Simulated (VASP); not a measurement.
# Settings for RbBr: relaxation of the cell

RbBr, Fm-3m (no. 225), 2 atoms in the cell. LDA; PAW potentials Rb_sv, Br (LDA set). VASP 6.6.1. The cell is changed on purpose: volume scaled by 1.03.

Wanted: cell volume within 1 %; lattice lengths within 0.4 %; shortest distances from each atom, periodic images included within 0.02 Å.

What the run is for: cell; Accuracy asked: screening.

The series start from Plane-wave cutoff (eV): 330; k-point mesh: 5 × 5 × 5; Relaxation passes: 2; Ionic threshold (EDIFFG): -0.005; Electronic threshold (eV): 1e-6; Precision mode (PREC): Accurate; Relaxation algorithm: IBRION=2 POTIM=0.5. Each series keeps the choices made before it, and each single choice may use up half of a tolerance. Times cover all steps of a run.

## Plane-wave cutoff (eV)

| Plane-wave cutoff (eV) | Cell volume (Å³) | Lattice lengths, largest deviation against the largest value | Shortest distances from each atom, periodic images included, largest deviation (Å) | Time (s) |
|---|---|---|---|---|
| 220 | 72.53 | 0.8 % | 0.027 | 16 |
| 250 | 73.7 | 0.28 % | 0.009 | 18 |
| 290 | 74.19 | 0.054 % | 0.002 | 20 |
| 330 | 74.21 | 0.046 % | 0.002 | 24 |
| 380 | 74.19 | 0.053 % | 0.002 | 24 |
| 460 | 74.29 | 0.0083 % | 0.000 | 32 |
| 580 | 74.3 | 0.0032 % | 0.000 | 49 |
| 650 (reference) | 74.31 | 0 % | 0.000 | 58 |

Chosen: 290, the loosest value from which every tighter one stays within half of the tolerance.

## k-point mesh

| k-point mesh | Cell volume (Å³) | Lattice lengths, largest deviation against the largest value | Shortest distances from each atom, periodic images included, largest deviation (Å) | Time (s) |
|---|---|---|---|---|
| 3 × 3 × 3 | 74.3 | 0.05 % | 0.002 | 16 |
| 4 × 4 × 4 | 74.2 | 0.0023 % | 0.000 | 19 |
| 5 × 5 × 5 | 74.19 | 0.0011 % | 0.000 | 20 |
| 6 × 6 × 6 | 74.18 | 0.0038 % | 0.000 | 31 |
| 7 × 7 × 7 (reference) | 74.19 | 0 % | 0.000 | 36 |

Chosen: 3 × 3 × 3.

## Relaxation passes

| Relaxation passes | Cell volume (Å³) | Lattice lengths, largest deviation against the largest value | Shortest distances from each atom, periodic images included, largest deviation (Å) | Time (s) |
|---|---|---|---|---|
| 1 | 74.37 | 0.033 % | 0.001 | 11 |
| 2 | 74.3 | 0 % | 0.000 | 16 |
| 3 (reference) | 74.3 | 0 % | 0.000 | 17 |

Chosen: 1.

## Ionic threshold (EDIFFG)

| Ionic threshold (EDIFFG) | Cell volume (Å³) | Lattice lengths, largest deviation against the largest value | Shortest distances from each atom, periodic images included, largest deviation (Å) | Time (s) |
|---|---|---|---|---|
| -0.05 | 74.52 | 0.063 % | 0.002 | 9.0 |
| -0.02 | 74.52 | 0.063 % | 0.002 | 9.2 |
| -0.01 | 74.31 | 0.029 % | 0.001 | 11 |
| -0.005 | 74.37 | 0 % | 0.000 | 11 |
| -0.002 (reference) | 74.37 | 0 % | 0.000 | 11 |

Chosen: -0.05.

## Electronic threshold (eV)

| Electronic threshold (eV) | Cell volume (Å³) | Lattice lengths, largest deviation against the largest value | Shortest distances from each atom, periodic images included, largest deviation (Å) | Time (s) |
|---|---|---|---|---|
| 0.0001 | 73.79 | 0.4 % | 0.013 | 7.8 |
| 1e-5 | 74.63 | 0.027 % | 0.001 | 8.6 |
| 1e-6 | 74.52 | 0.076 % | 0.003 | 9.0 |
| 1e-7 (reference) | 74.69 | 0 % | 0.000 | 10 |

Chosen: 1e-5.

## Precision mode (PREC)

| Precision mode (PREC) | Cell volume (Å³) | Lattice lengths, largest deviation against the largest value | Shortest distances from each atom, periodic images included, largest deviation (Å) | Time (s) |
|---|---|---|---|---|
| Normal | 74.59 | 0.015 % | 0.001 | 5.8 |
| Accurate (reference) | 74.63 | 0 % | 0.000 | 8.6 |

Chosen: Normal.

## Relaxation algorithm

| Relaxation algorithm | Cell volume (Å³) | Lattice lengths, largest deviation against the largest value | Shortest distances from each atom, periodic images included, largest deviation (Å) | Time (s) |
|---|---|---|---|---|
| IBRION=2 POTIM=0.5 | 74.59 | 0 % | 0.000 | 5.8 |
| IBRION=2 POTIM=0.2 | 74.12 | 0.21 % | 0.007 | 6.7 |
| IBRION=1 POTIM=0.5 | 73.63 | 0.43 % | 0.014 | 5.8 |
| IBRION=1 POTIM=0.2 | 74.45 | 0.062 % | 0.002 | 6.7 |

Chosen: IBRION=2 POTIM=0.5; no other choice that stays within half of the tolerance saves 30 % of the time.

## All choices together

| Input | Cell volume (Å³) | Lattice lengths, largest deviation against the largest value | Shortest distances from each atom, periodic images included, largest deviation (Å) | Time (s) |
|---|---|---|---|---|
| the program's defaults (naive) | 72.3 | 0.92 % | 0.031 | 5.6 |
| chosen settings | 74.59 | 0.12 % | 0.004 | 5.8 |
| reference settings throughout | 74.32 | 0 % | 0.000 | 130 |

The tolerance is met.

Values of the reference run: Lattice lengths: 4.719, 4.719, 4.719 Å; Shortest distances from each atom, periodic images included: 3.337, 3.337, 3.337, 3.337, 3.337, 3.337, 3.337, 3.337 Å.

## The input

INCAR.step1:
```
SYSTEM = RbBr
  ALGO = Normal
  EDIFF = 1E-5
  EDIFFG = -0.05
  EFERMI = MIDGAP
  ENCUT = 290
  GGA = CA
  GGA_COMPAT = .False.
  IBRION = 2
  ISIF = 3
  ISMEAR = 0
  LASPH = .True.
  LCHARG = .False.
  LREAL = .False.
  LWAVE = .False.
  NELM = 120
  NELMIN = 4
  NSW = 80
  POTIM = 0.5
  PREC = Normal
  SIGMA = 0.03
```

INCAR.step2, as INCAR.step1 but for:
```
- EDIFFG = -0.05
- IBRION = 2
- ISIF = 3
- NELMIN = 4
- NSW = 80
- POTIM = 0.5
+ ISIF = 2
```

KPOINTS:
```
Automatic mesh
0
Gamma
  3 3 3
  0 0 0
```

POSCAR.step1:
```
RbBr
1.0
    0.0000000000      3.4609328999      3.4609328999
    3.4609328999      0.0000000000      3.4609328999
    3.4609328999      3.4609328999      0.0000000000
Rb Br
1 1
Direct
    0.0000000000      0.0000000000      0.0000000000
    0.5000000000      0.5000000000      0.5000000000
```

Commands (each step's output is kept before the next begins):
```
cat potpaw_LDA.64/Rb_sv/POTCAR potpaw_LDA.64/Br/POTCAR > POTCAR
cp INCAR.step1 INCAR
cp POSCAR.step1 POSCAR
mpirun -np 1 vasp_std > vasp.out
cp CONTCAR POSCAR
cp INCAR.step2 INCAR
mpirun -np 1 vasp_std > vasp.out
```

The chosen input took VASP 6.6.1 5.8 s on 1 core (Intel Xeon Platinum 8259CL @ 2.50GHz (Skylake/Cascade Lake)), a shared host.
